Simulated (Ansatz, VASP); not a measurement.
**Two plane-wave programs on LiF**

INCAR

```
SYSTEM = LiF
  ALGO = Normal
  EDIFF = 1E-7
  ENCUT = 520
  GGA = PE
  ISIF = 2
  ISMEAR = 0
  LASPH = .True.
  LCHARG = .False.
  LREAL = .False.
  LWAVE = .False.
  NBANDS = 12
  NELM = 80
  PREC = Accurate
  SIGMA = 0.1
```

KPOINTS

```
k-points
0
Gamma
  10 10 10
  0 0 0
```

POSCAR

```
LiF
1.0
    0.0000000000      2.0417135738      2.0417135738
    2.0417135738      0.0000000000      2.0417135738
    2.0417135738      2.0417135738      0.0000000000
Li F
1 1
Direct
    0.0000000000      0.0000000000      0.0000000000
    0.5000000000      0.5000000000      0.5000000000
```

Input for Ansatz:

```yaml
crystal:
  lattice:
    - [0.0, 2.0417135738, 2.0417135738]
    - [2.0417135738, 0.0, 2.0417135738]
    - [2.0417135738, 2.0417135738, 0.0]
  atoms:
    - { symbol: Li, position: [0.0, 0.0, 0.0] }
    - { symbol: F, position: [0.5, 0.5, 0.5] }
basis:
  ecutwfc: 420
kpoints:
  mp_grid: { grid: [10, 10, 10] }
hamiltonian:
  xc: pbe
scf:
  occupations: { method: gaussian, width: 0.1 }
output:
  forces: true
  stress: true
  eigenvalues: true
```

The cell is a database's computed one.

Alike in both runs: task single point; functional PBE; k mesh 10 × 10 × 10; occupations gaussian, width 0.1 eV; no spin polarisation.

|  | VASP | Ansatz |
| --- | --- | --- |
| version | VASP 6.6.1 | Ansatz 0.2.0 |
| potentials or method | VASP PAW PBE potentials, release 64 (Li_sv, F) | scalar-relativistic, plane waves, PAW |
| plane-wave cutoff (eV) | 520 | 420 |
| valence electrons in the cell | 10 | 10 |

|  | VASP | Ansatz | Ansatz less VASP |
| --- | --- | --- | --- |
| gap on the k mesh at the Fermi level (eV) | 8.73 | 8.73 | +0.001 |
| least direct gap on the mesh (eV) | 8.73 | 8.73 | +0.001 |

The functional is the same, so the differences come from potentials, cutoffs and numerics.

 A k mesh can miss the band edges. A hybrid or GW would open this gap; PBE tends to underestimate it.
